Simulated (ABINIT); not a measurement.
GaSb:

```
Sb Ga
1.0
     0.00000    3.05900    3.05900
     3.05900    0.00000    3.05900
     3.05900    3.05900    0.00000
Sb Ga
1 1
Direct
  0.75000 0.75000 0.75000
  0.00000 0.00000 0.00000
```

Base run:

* Program: ABINIT 10.8.3 (patched build)
* Functional: rPW86PBE
* Potentials or basis: JTH PAW PBE v2.0
* Cutoff: 463 eV
* k mesh: 8 × 8 × 8
* Occupations: fermi-dirac, width 0.05 eV
* Spin: no spin polarisation

Its results: band gap on the k mesh none (metal or under the smearing width); pressure 4.5 GPa.

Task: After a change of settings the same cell gave: band gap on the k mesh 0.12 eV, direct; pressure 3.7 GPa. Which change was it?
A. functional from rPW86PBE to RPBE
B. functional from rPW86PBE to LDA; potentials or basis from JTH PAW PBE v2.0 to JTH PAW LDA v2.0
C. functional from rPW86PBE to PBEsol
D. functional from rPW86PBE to PBEsol; k mesh from 8 × 8 × 8 to 5 × 5 × 5

Result: A.

Caveats: the PAW data sets were made with another functional, which shifts forces and pressure a little; spin-orbit coupling is left out, which moves the levels of the heavy elements; this crystal is a semiconductor, whose small gap the functional closes, so the metal is an error of the method (some runs).

Runs at the PBE level aren't shown here.
